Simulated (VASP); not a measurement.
Te:

```
CELL_PARAMETERS angstrom
2.30590 1.33131 1.69095
-2.30590 1.33131 1.69095
0.00000 -2.66263 1.69095
ATOMIC_POSITIONS crystal
Te 0.50000 0.50000 0.50000
```

This isn't the form of Te at room conditions, which is trigonal, of chains.

```yaml
Program: VASP 6.6.1
Task: relaxation of cell and atoms
Functional: vdW-DF
Potentials_or_basis: VASP PAW PBE potentials, release 64 (Te)
Cutoff: 600 eV
k_mesh: 9 × 9 × 9
Occupations: fermi-dirac, width 0.05 eV
Spin: no spin polarisation
```

At the start: pressure 6.0 GPa; volume 31.15 Å³/atom.

Problem. How do energy, volume and symmetry change on relaxing?

Solution. Over 10 steps the energy falls by 67.9 meV/atom and the volume is 35.07 Å³/atom (+12.6 %); space group R-3m (No. 166, to 0.05 Å).

Step by step:
```csv
step,energy change (eV),largest force (eV/Å),pressure (GPa),volume (Å³)
1,0.0000,0.0000,6.05,31.15
2,-0.0490,0.0000,-1.99,36.75
3,-0.0619,0.0000,0.02,34.78
4,-0.0619,0.0000,-0.07,34.86
5,-0.0631,0.0000,-0.08,34.91
6,-0.0658,0.0000,-0.11,35.03
7,-0.0677,0.0000,-0.18,35.22
8,-0.0678,0.0000,-0.19,35.23
9,-0.0673,0.0000,0.50,34.67
10,-0.0679,0.0000,0.01,35.07
```

Final structure:
```xyz
1
Lattice="2.3253 1.3425 1.8721 -2.3253 1.3425 1.8721 0.0000 -2.6850 1.8721" Properties=species:S:1:pos:R:3 pbc="T T T"
Te    0.0000    0.0000    2.8082
```

Caveat: the PAW data sets were made with another functional, which shifts forces and pressure a little.
